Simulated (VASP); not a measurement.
# HfO2 (P4_2/nmc) in VASP: a series of runs, part 2 of 2

VASP 6.6.1.

## 5. Single point, LDA

The input, INCAR:

```
SYSTEM = HfO2
PREC = Accurate
ENCUT = 550
EDIFF = 1E-7
ISMEAR = 0
SIGMA = 0.05
LREAL = .FALSE.
LASPH = .TRUE.
NELM = 100
ALGO = Normal
ISIF = 2
LWAVE = .FALSE.
LCHARG = .FALSE.
GGA = CA
ADDGRID = .FALSE.
```

The input, KPOINTS:

```
regular mesh
0
G
  5 5 3
  0 0 0
```

The input, POSCAR:

```
HfO2
1.0
    3.5580193300      0.0000000000      0.0000000000
    0.0000000000      3.5580193300      0.0000000000
    0.0000000000      0.0000000000      5.1718612100
Hf O
2 4
Direct
    0.0000000000      0.0000000000      0.0000000000
    0.5000000000      0.5000000000      0.5000000000
    0.0000000000      0.5000000000      0.1972078800
    0.5000000000      0.0000000000      0.3027921200
    0.5000000000      0.0000000000      0.8027921200
    0.0000000000      0.5000000000      0.6972078800
```

Started as:

```bash
$ cat potpaw_LDA.64/Hf_pv/POTCAR potpaw_LDA.64/O_s/POTCAR > POTCAR
$ mpirun -np 1 vasp_std > vasp.out
```

Wall time 12 s (1 thread of AMD EPYC 9R45 (Zen 5), shared host); peak memory 0.12 GiB.

The run converged, but some of its settings lie outside the range that counts as converged, so its numbers aren't taken as properties of the crystal.

Results:

| Property | Result |
| --- | --- |
| Free energy | -66.1990 eV |
| Pressure | -7.4 GPa |
| Largest force | 0.010 eV/Å |
| Band gap on the k mesh | 4.56 eV, indirect (least direct gap 4.64 eV) |

Caveat: spin-orbit coupling is left out, which moves the levels of the heavy elements; an odd mesh through Γ misses points on the zone boundary, where band edges often lie.

## 6. Single point, LDA

Edit INCAR of step 5 so:

```diff
@@ -2,3 +2,3 @@
 PREC = Accurate
-ENCUT = 550
+ENCUT = 300
 EDIFF = 1E-7
```

The input, KPOINTS:

```
regular mesh
0
G
  7 7 5
  0 0 0
```

POSCAR is that of step 5.

Potentials or basis: VASP PAW LDA potentials, release 64 (Hf_pv, O_s).

Started as:

```bash
$ cat potpaw_LDA.64/Hf_pv/POTCAR potpaw_LDA.64/O_s/POTCAR > POTCAR
$ mpirun -np 1 vasp_std > vasp.out
```

OUTCAR:

```text
SYSTEM = HfO2
   PREC = Accurate
   ENCUT = 300
   EDIFF = 1E-7
   ISMEAR = 0
   LREAL = .FALSE.
   LASPH = .TRUE.
   NELM = 100
   ISIF = 2
   GGA = CA

 Found     30 irreducible k-points:

 Following reciprocal coordinates:
            Coordinates               Weight
  0.000000  0.000000  0.000000      1.000000
  0.142857  0.000000  0.000000      4.000000
  0.285714  0.000000  0.000000      4.000000
  0.428571  0.000000  0.000000      4.000000
  0.142857  0.142857  0.000000      4.000000
  0.285714  0.142857  0.000000      8.000000
   k-points           NKPTS =     30   k-points in BZ     NKDIM =     30   number of bands    NBANDS=     26
   number of dos      NEDOS =    301   number of ions     NIONS =      6
   total plane-waves  NPLWV =  12000
   dimension x,y,z NGX =    20 NGY =   20 NGZ =   30
   dimension x,y,z NGXF=    40 NGYF=   40 NGZF=   60
   ions per type =               2   4
   NGX,Y,Z   is equivalent  to a cutoff of   9.34,  9.34,  9.64 a.u.
   NGXF,Y,Z  is equivalent  to a cutoff of  18.69, 18.69, 19.29 a.u.
 SYSTEM =  HfO2
   PREC   = accura    normal or accurate (medium, high low for compatibility)
   ISTART =      0    job   : 0-new  1-cont  2-samecut
   ICHARG =      2    charge: 1-file 2-atom 10-const
[... 60 lines left out ...]
 Fermi energy:         3.8470413375

 k-point     1 :       0.0000    0.0000    0.0000
  band No.  band energies     occupation
      1     -25.5529      2.00000
      2     -25.1768      2.00000
      3     -25.1768      2.00000
      4     -25.1038      2.00000
      5     -25.0589      2.00000
      6     -25.0589      2.00000
[... 163 lines left out ...]
     25       9.2396      0.00000
     26       9.4861      0.00000

 [... further k-points ...]

------------------------ aborting loop because EDIFF is reached ----------------------------------------

  FORCE on cell =-STRESS in cart. coord.  units (eV):
  Direction    XX          YY          ZZ          XY          YZ          ZX
  --------------------------------------------------------------------------------------
  -------------------------------------------------------------------------------------
  Total       -3.5238261     -3.5238261     -3.8090201      0.0000000      0.0000000      0.0000000
  in kB      -86.2306335    -86.2306335    -93.2095430      0.0000000      0.0000000      0.0000000
  external PRESSURE =     -88.5569367 kB  Pullay stress =       0.0000000 kB

 VOLUME and BASIS-vectors are now :
 -----------------------------------------------------------------------------
  energy-cutoff  :      300.00
  volume of cell :       65.47
      direct lattice vectors                 reciprocal lattice vectors
     3.558019330  0.000000000  0.000000000     0.281055247  0.000000000  0.000000000
     0.000000000  3.558019330  0.000000000     0.000000000  0.281055247  0.000000000
     0.000000000  0.000000000  5.171861210     0.000000000  0.000000000  0.193353990

 POSITION                                       TOTAL-FORCE (eV/Angst)
 -----------------------------------------------------------------------------------
      0.00000      0.00000      0.00000         0.000000      0.000000      0.000000
      1.77901      1.77901      2.58593        -0.000000     -0.000000      0.000000
      0.00000      1.77901      1.01993         0.000000      0.000000      0.024240
      1.77901      0.00000      1.56600         0.000000      0.000000     -0.024240
      1.77901      0.00000      4.15193        -0.000000     -0.000000     -0.024240
      0.00000      1.77901      3.60586         0.000000      0.000000      0.024240
 -----------------------------------------------------------------------------------
    total drift:                                0.000000      0.000000      0.000000

  FREE ENERGIE OF THE ION-ELECTRON SYSTEM (eV)
  ---------------------------------------------------
  free  energy   TOTEN  =       -66.1839827616 eV

  energy  without entropy=      -66.1839827616  energy(sigma->0) =      -66.18398276
```

stdout:

```text
POSCAR found type information on POSCAR HfO
 POSCAR found :  2 types and       6 ions
 scaLAPACK will be used
 LDA part: xc-table for (Slater(with rela. corr.)+CA(PZ))
 , standard interpolation
 POSCAR, INCAR and KPOINTS ok, starting setup
 FFT: planning ... GRIDC
 FFT: planning ... GRID_SOFT
 FFT: planning ... GRID
 WAVECAR not read
 entering main loop
```

Wall time 11 s (1 thread of AMD EPYC 9R45 (Zen 5), shared host); peak memory 0.1 GiB.

The run converged, but some of its settings lie outside the range that counts as converged, so its numbers aren't taken as properties of the crystal.

Results:

| Property | Result |
| --- | --- |
| Free energy | -66.1840 eV |
| Largest force | 0.024 eV/Å |
| Band gap on the k mesh | 4.56 eV, indirect (least direct gap 4.64 eV) |

Caveat: the cutoff is under 1.25 times the usual one of these potentials, so pressure, stress and relaxed cells hold a basis-set (Pulay) error; spin-orbit coupling is left out, which moves the levels of the heavy elements; an odd mesh through Γ misses points on the zone boundary, where band edges often lie.
